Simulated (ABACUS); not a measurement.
# PbS (Galena) (Fm-3m) in ABACUS: further runs, part 2 of 2

ABACUS 3.10.1. The steps go on from the part before.

**4. Equation of state, B86bPBE, 25.04 Å³/atom (volume scaled by 0.96)**

Input file INPUT:

```
INPUT_PARAMETERS
suffix              PbS
calculation         scf
basis_type          pw
pseudo_dir          ./
latname             fcc
symmetry            1
dft_functional      GGA_X_B86_MGC+GGA_C_PBE
ecutwfc             63
pseudo_rcut         10
nspin               1
nbands              14
ks_solver           dav
smearing_method     fd
smearing_sigma      0.00367493
scf_thr             1e-08
scf_nmax            100
mixing_type         broyden
mixing_beta         0.7
cal_force           1
cal_stress          1
kpar                4
```

Input file STRU:

```
ATOMIC_SPECIES
Pb 207.2000 Pb.upf
S 32.0600 S.upf

LATTICE_CONSTANT
11.0574201743

ATOMIC_POSITIONS
Direct

Pb
0.0
1
0.0000000000 0.0000000000 0.0000000000 1 1 1

S
0.0
1
0.5000000000 0.5000000000 0.5000000000 1 1 1
```

Input file KPT:

```
K_POINTS
0
Gamma
6 6 6 0 0 0
```

On the command line:

```console
> OMP_NUM_THREADS=1 mpirun -np 4 abacus > log
```

Run time: 3.6 s. Hardware: 4 MPI ranks of Intel Xeon Platinum 8488C (Sapphire Rapids), shared host; peak memory 0.36 GiB.

The run converged. Its results:

| Property | Result |
| --- | --- |
| Free energy | -2218.4649 eV |
| Pressure | 5.5 GPa |
| Band gap on the k mesh | 0.24 eV, direct |

Caveat: the potentials were made for another functional, which shifts forces and pressure; spin-orbit coupling is left out, which as a rule narrows the gap of such compounds by several tenths of an eV.

**5. Equation of state, B86bPBE, 25.56 Å³/atom (volume scaled by 0.98)**

INPUT is that of step 4.

Changes to STRU since step 4:

```diff
@@ -5,3 +5,3 @@
 LATTICE_CONSTANT
-11.0574201743
+11.1336806541
```

KPT is that of step 4.

On the command line:

```console
> OMP_NUM_THREADS=1 mpirun -np 4 abacus > log
```

Run time: 3.5 s. Hardware: 4 MPI ranks of Intel Xeon Platinum 8488C (Sapphire Rapids), shared host; peak memory 0.36 GiB.

It converged, with:

```
Free energy            : -2218.4961 eV
Pressure               : 4.1 GPa
Band gap on the k mesh : 0.32 eV, direct
```

Caveat: the potentials were made for another functional, which shifts forces and pressure; spin-orbit coupling is left out, which as a rule narrows the gap of such compounds by several tenths of an eV.

**6. Equation of state, B86bPBE, 26.09 Å³/atom**

INPUT is that of step 5.

Changes to STRU since step 5:

```diff
@@ -5,3 +5,3 @@
 LATTICE_CONSTANT
-11.1336806541
+11.2089105082
```

KPT is that of step 5.

Potentials or basis: PseudoDojo NC SR 0.4.1 PBE standard, plane waves.

On the command line:

```console
> OMP_NUM_THREADS=1 mpirun -np 4 abacus > log
```

Wall time 4.5 s (4 MPI ranks of Intel Xeon Platinum 8488C (Sapphire Rapids), shared host); peak memory 0.36 GiB.

It converged, with:

```
Free energy            : -2218.5183 eV
Pressure               : 2.7 GPa
Band gap on the k mesh : 0.39 eV, direct
```

Caveat: the potentials were made for another functional, which shifts forces and pressure; spin-orbit coupling is left out, which as a rule narrows the gap of such compounds by several tenths of an eV.

**7. Equation of state, B86bPBE, 26.61 Å³/atom (volume scaled by 1.02)**

INPUT is that of step 6.

Changes to STRU since step 6:

```diff
@@ -5,3 +5,3 @@
 LATTICE_CONSTANT
-11.2089105082
+11.2831438671
```

KPT is that of step 6.

On the command line:

```console
> OMP_NUM_THREADS=1 mpirun -np 4 abacus > log
```

It took 4.3 s on 4 MPI ranks of Intel Xeon Platinum 8488C (Sapphire Rapids), shared host; peak memory 0.36 GiB.

Results (log left out):

| Quantity | Value |
| --- | --- |
| Free energy | -2218.5322 eV |
| Pressure | 1.5 GPa |
| Band gap on the k mesh | 0.46 eV, direct |

Caveat: the potentials were made for another functional, which shifts forces and pressure; spin-orbit coupling is left out, which as a rule narrows the gap of such compounds by several tenths of an eV.

**8. Equation of state, B86bPBE, 27.13 Å³/atom (volume scaled by 1.04)**

INPUT is that of step 7.

Changes to STRU since step 7:

```diff
@@ -5,3 +5,3 @@
 LATTICE_CONSTANT
-11.2831438671
+11.3564130881
```

KPT is that of step 7.

On the command line:

```console
> OMP_NUM_THREADS=1 mpirun -np 4 abacus > log
```

It took 4.5 s on 4 MPI ranks of Intel Xeon Platinum 8488C (Sapphire Rapids), shared host; peak memory 0.36 GiB.

The run converged. Its results:

```
Free energy            : -2218.5386 eV
Pressure               : 0.4 GPa
Band gap on the k mesh : 0.53 eV, direct
```

Caveat: the potentials were made for another functional, which shifts forces and pressure; spin-orbit coupling is left out, which as a rule narrows the gap of such compounds by several tenths of an eV.

**9. Equation of state, B86bPBE, 27.65 Å³/atom (volume scaled by 1.06)**

INPUT is that of step 8.

Changes to STRU since step 8:

```diff
@@ -5,3 +5,3 @@
 LATTICE_CONSTANT
-11.3564130881
+11.4287488796
```

KPT is that of step 8.

Potentials or basis: PseudoDojo NC SR 0.4.1 PBE standard, plane waves.

On the command line:

```console
> OMP_NUM_THREADS=1 mpirun -np 4 abacus > log
```

Run time: 4.7 s. Hardware: 4 MPI ranks of Intel Xeon Platinum 8488C (Sapphire Rapids), shared host; peak memory 0.36 GiB.

It converged, with:

```
Free energy            : -2218.5383 eV
Pressure               : -0.5 GPa
Band gap on the k mesh : 0.58 eV, direct
```

Caveat: the potentials were made for another functional, which shifts forces and pressure; spin-orbit coupling is left out, which as a rule narrows the gap of such compounds by several tenths of an eV.

**10. Equation of state, B86bPBE**

No new run: the results of the series are fitted here.

What came out:

| Item | Value |
| --- | --- |
| Equilibrium volume | 27.36 Å³/atom |
| Bulk modulus | 52 GPa |
| Pressure derivative of the bulk modulus | 4.0 |

Energy against volume, from the lowest point:
```
volume (Å³/atom)  energy (meV/atom)
          24.521              57.48
          25.042              36.87
          25.564              21.24
          26.086              10.16
          26.607               3.21
          27.129               0.00
          27.651               0.17
```

Caveat: the potentials were made for another functional, which shifts forces and pressure. The run has no spin-orbit coupling, so splittings on Pb are missing.
